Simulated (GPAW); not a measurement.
Crystal: HfB2.

```
CELL_PARAMETERS angstrom
3.14000 0.00000 0.00000
-1.57000 2.71932 0.00000
0.00000 0.00000 3.48000
ATOMIC_POSITIONS crystal
Hf 0.00000 0.00000 0.00000
B 0.66667 0.33333 0.50000
B 0.33333 0.66667 0.50000
```

Base run:

```yaml
Program: GPAW 26.7.0
Functional: LDA
Potentials_or_basis: the program's PAW data sets (release 1.2.1) made for this functional
Cutoff: 800 eV
Basis: pw
k_mesh: 10 × 10 × 8
Occupations: fermi-dirac, width 0.05 eV
Spin: no spin polarisation
Hubbard_terms: Hf d U = 2 eV
```

Its results: band gap on the k mesh none (metal or under the smearing width); pressure -4.3 GPa.

Problem. After a change of settings the same cell gave: band gap on the k mesh none (metal or under the smearing width); pressure -1.3 GPa. Which change was it?
A. cutoff from 800 eV to 600 eV; k mesh from 10 × 10 × 8 to 8 × 8 × 6; hubbard terms from Hf d U = 2 eV to none
B. hubbard terms from Hf d U = 2 eV to none
C. hubbard terms from Hf d U = 2 eV to Hf d U = 6 eV
D. hubbard terms from Hf d U = 2 eV to Hf d U = 3 eV

Solution. D.

Caveats: U without spin polarisation on a metal has little footing; the U is typed as a test and isn't derived for this compound.
